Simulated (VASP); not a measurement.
The system is ZrS2.

```
CELL_PARAMETERS angstrom
3.69138 0.00000 0.00000
-1.84569 3.19683 0.00000
0.00000 0.00000 6.04108
ATOMIC_POSITIONS crystal
Zr 0.00000 0.00000 0.00000
S 0.33333 0.66667 0.23791
S 0.66667 0.33333 0.76209
```

The cell is a database's computed one.

```yaml
Program: VASP 6.6.1
Task: single point
Functional: PBE
Potentials_or_basis: VASP PAW PBE potentials, release 64 (Zr_sv, S)
Cutoff: 520 eV
k_mesh: 8 × 8 × 5
Occupations: fermi-dirac, width 0.05 eV
Spin: no spin polarisation
```

On this cell: pressure 0.5 GPa; largest force 0.051 eV/Å; band gap on the k mesh 1.06 eV, indirect (least direct gap 1.64 eV).

The same run follows on a disturbed copy (atoms moved at random, drawn with an rms of 0.05 Å):

```xyz
3
Lattice="3.6914 0.0000 0.0000 -1.8457 3.1968 0.0000 0.0000 0.0000 6.0411" Properties=species:S:1:pos:R:3 pbc="T T T"
Zr    0.0059    0.0047    0.0039
S    -0.0257    2.1361    1.4717
S     1.8419    1.1081    4.5613
```

What does the disturbed cell give?

The energy moves by +5.6 meV/atom; pressure -1.4 GPa; largest force 0.439 eV/Å; band gap on the k mesh 0.95 eV, indirect (least direct gap 1.61 eV).

Forces in eV/Å, atoms in the order of the input:
```
Zr  -0.045  0.047 -0.104
S    0.095  0.095 -0.309
S   -0.050 -0.142  0.413
```

Stress tensor (GPa, compression positive):
```
-1.67 -0.15  0.47
-0.15 -1.25  0.77
 0.47  0.77 -1.35
```

Caveats: an odd mesh through Γ misses points on the zone boundary, where band edges often lie; this functional lacks dispersion, which binds the layers, so the pressure and a relaxed spacing across them are unreliable (some runs).
